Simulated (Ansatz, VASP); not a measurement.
## One calculation of BP, two programs

```
CELL_PARAMETERS angstrom
5.58984 0.00000 0.00000
0.00000 5.58984 0.00000
0.00000 0.00000 5.58984
ATOMIC_POSITIONS crystal
B 0.75000 0.50000 0.00000
B 0.50000 0.00000 0.75000
B 0.00000 0.75000 0.50000
B 0.00000 0.25000 0.50000
B 0.25000 0.50000 0.00000
B 0.50000 0.00000 0.25000
P 0.50000 0.75000 0.00000
P 0.75000 0.00000 0.50000
P 0.00000 0.50000 0.75000
P 0.25000 0.00000 0.50000
P 0.00000 0.50000 0.25000
P 0.50000 0.25000 0.00000
```

Alike in both runs: functional PBE; k mesh 4 × 4 × 4; occupations gaussian, width 0.1 eV; no spin polarisation.

Ansatz relaxed the structure, and its values are those at the end. VASP's run is a single point on that final structure, the one shown.

|  | VASP | Ansatz |
| --- | --- | --- |
| version | VASP 6.6.1 | Ansatz 0.2.0 |
| potentials or method | VASP PAW PBE potentials, release 64 (B, P) | scalar-relativistic, plane waves, PAW |
| plane-wave cutoff (eV) | 520 | 420 |
| valence electrons in the cell | 48 | 48 |

|  | VASP | Ansatz | Ansatz less VASP |
| --- | --- | --- | --- |
| gap on the k mesh at the Fermi level (eV) | 0.66 | 0.67 | +0.006 |
| least direct gap on the mesh (eV) | 1.05 | 1.05 | +0.005 |
| pressure (GPa) | 0.1 | 0.3 | +0.19 |

The functional is the same, so the differences come from potentials, cutoffs and numerics.

A k mesh can miss the band edges. A hybrid or GW would open this gap; PBE tends to underestimate it.
